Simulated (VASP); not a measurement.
Input of a VASP 6.6.1 run:

File INCAR:

```
SYSTEM = Fe2O3
PREC = Accurate
ENCUT = 600
EDIFF = 1E-7
ISMEAR = 0
SIGMA = 0.03
LREAL = .False.
LASPH = .True.
NELM = 150
ALGO = Normal
ISIF = 3
LWAVE = .False.
LCHARG = .False.
ISPIN = 2
MAGMOM = 5 -5 -5 5 0 0 0 0 0 0
LORBIT = 11
LMAXMIX = 4
LDAU = .True.
LDAUTYPE = 2
LDAUL = 2 -1
LDAUU = 4 0
LDAUJ = 0 0
LDAUPRINT = 1
GGA = PE
IBRION = 2
NSW = 90
EDIFFG = -0.005
AMIX = 0.2
BMIX = 1E-4
AMIX_MAG = 0.8
BMIX_MAG = 1E-4
KPAR = 4
```

Contents of KPOINTS:

```
regular mesh
0
Gamma
  9 9 7
  0 0 0
```

File POSCAR:

```
Fe2O3                                   
1.0
    2.5462623587      1.4700852602      4.6191482819
   -2.5462623587      1.4700852602      4.6191482819
   -0.0000000000     -2.9401705204      4.6191482819
  Fe              O             
     4     6
Direct
     0.3559256241338737    0.3559256241338737    0.3559256241338737
     0.1440743758661263    0.1440743758661263    0.1440743758661263
     0.6440743758661264    0.6440743758661264    0.6440743758661264
     0.8559256241338736    0.8559256241338736    0.8559256241338736
     0.5574862722450167    0.9425137277549833    0.2500000000000000
     0.2500000000000104    0.5574862722450271    0.9425137277549624
     0.9425137277549729    0.2499999999999896    0.5574862722450376
     0.4425137277549832    0.0574862722450168    0.7500000000000000
     0.7499999999999897    0.4425137277549727    0.0574862722450376
     0.0574862722450272    0.7500000000000103    0.4425137277549624
```

Potentials or basis: VASP PAW PBE potentials, release 64 (Fe, O).

Run with:

```console
$ cat potpaw_PBE.64/Fe/POTCAR potpaw_PBE.64/O/POTCAR > POTCAR
$ mpirun -np 4 vasp_std > vasp.out
```

Q: Predict the relaxed cell.

A: a = 5.474 Å, b = 5.474 Å, c = 5.474 Å, α = 55.43°, β = 55.43°, γ = 55.43°.

Q: What does it give for the net moment?

A: 0.00 μB per cell.

Q: What does it give for the relaxed volume?

A: 10.37 Å³/atom.

Eigenvalues of the final occupation matrices:
```
    site  spin  trace               eigenvalues
site 1 d     1   5.01  0.98 0.98 0.98 1.04 1.04
site 1 d     2   0.82  0.09 0.09 0.09 0.28 0.28
site 2 d     1   0.82  0.09 0.09 0.09 0.28 0.28
site 2 d     2   5.01  0.98 0.98 0.98 1.04 1.04
site 3 d     1   0.82  0.09 0.09 0.09 0.28 0.28
site 3 d     2   5.01  0.98 0.98 0.98 1.04 1.04
site 4 d     1   5.01  0.98 0.98 0.98 1.04 1.04
site 4 d     2   0.82  0.09 0.09 0.09 0.28 0.28
```

Caveat: an odd mesh through Γ misses points on the zone boundary, where band edges often lie. The state reached can hang on the start; a lower one may exist.
